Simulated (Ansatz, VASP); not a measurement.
Two plane-wave programs on Pb

Contents of INCAR:

```
PREC = Accurate ; ENCUT = 520
EDIFF = 1E-8 ; ISMEAR = -1
SIGMA = 0.08 ; LREAL = False
LASPH = True ; NELM = 100
ALGO = Fast ; ISIF = 2
LWAVE = False ; LCHARG = False
GGA = PE ; LEFG = True
NBANDS = 21
```

The input KPOINTS:

```
Automatic mesh
0
Gamma
  10 10 6
```

Contents of POSCAR:

```
Pb
1.0
    3.4800006906      0.0000000000      0.0000000000
   -1.7400003453      3.0137690032      0.0000000000
    0.0000000000      0.0000000000      5.5900000000
Pb
2
Direct
    0.3333333333      0.6666666667      0.2500000000
    0.6666666667      0.3333333333      0.7500000000
```

Input for Ansatz:

```yaml
crystal:
  lattice:
    - [3.4800006906, 0.0, 0.0]
    - [-1.7400003453, 3.0137690032, 0.0]
    - [0.0, 0.0, 5.59]
  atoms:
    - { symbol: Pb, position: [0.3333333333, 0.6666666667, 0.25] }
    - { symbol: Pb, position: [0.6666666667, 0.3333333333, 0.75] }
kpoints:
  mp_grid: { grid: [10, 10, 6] }
scf:
  occupations: { method: fermi_dirac, width: 0.08 }
hamiltonian:
  xc: pbe
  pseudopotentials: { kind: paw }
output:
  forces: true
  stress: true
  eigenvalues: true
  efg: { contact_densities: true }
  write_density: true
  write_potential: true
  elf: true
  volumetric_format: npy
```

Alike in both runs: task electric field gradients; functional PBE; k mesh 10 × 10 × 6; occupations fermi-dirac, width 0.08 eV; no spin polarisation.

```csv
,VASP,Ansatz
version,VASP 6.6.1,Ansatz 0.2.0
potentials or method,"VASP PAW PBE potentials, release 64 (Pb_d)","PAW with Ansatz's default frozen-core files, scalar-relativistic"
plane-wave cutoff (eV),520,420
valence electrons in the cell,28,28
```

|  | VASP | Ansatz | Ansatz less VASP |
| --- | --- | --- | --- |
| pressure (GPa) | 3.9 | 3.9 | +0.06 |
| largest component of the traceless stress (GPa) | 0.97 | 0.98 | +0.001 |
| Vzz of the field gradient on the site that differs most (V/Å²) | -19.6 | -19.2 | +0.37 |

Ansatz warned: «gradients_without_spin_orbit».

Spin-orbit coupling is left out, which matters for the levels of Pb.
